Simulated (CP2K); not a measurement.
Crystal: Br.

```
CELL_PARAMETERS angstrom
4.17327 0.00000 0.00000
1.96198 3.68332 0.00000
-2.75549 -2.36158 2.06069
ATOMIC_POSITIONS crystal
Br 0.00000 0.00000 0.00000
```

| Item | Value |
| --- | --- |
| Program | CP2K 2026.2 |
| Task | single point |
| Functional | PBE |
| Potentials or basis | POTENTIAL_UZH Br GTH-PBE-q7; TZVP-MOLOPT-PBE-GTH basis |
| Density cutoff | 6123 eV |
| k mesh | 13 × 13 × 13 |
| Occupations | fermi-dirac, width 0.05 eV |
| Spin | no spin polarisation |

On this cell: pressure 1.3 GPa; band gap on the k mesh none (metal or under the smearing width).

The same run follows on a disturbed copy (cell strained at random at fixed volume):

```
CELL_PARAMETERS angstrom
4.15585 0.00000 0.00000
1.98025 3.69465 0.00000
-2.78222 -2.37884 2.06297
ATOMIC_POSITIONS crystal
Br 0.99744 0.98278 0.98644
```

Question: What changes?

Answer: The energy (extrapolated to zero smearing) moves by +0.1 meV/atom; pressure 1.3 GPa; band gap on the k mesh none (metal or under the smearing width).

Stress tensor (GPa, compression positive):
```
 0.98 -0.38 -0.06
-0.38  1.34  0.15
-0.06  0.15  1.64
```

Caveats: the basis of atomic orbitals isn't converged, which shifts pressures, moduli and gaps; an odd number of electrons without spin polarisation forces a metal; a magnetic or distorted state may lie lower.
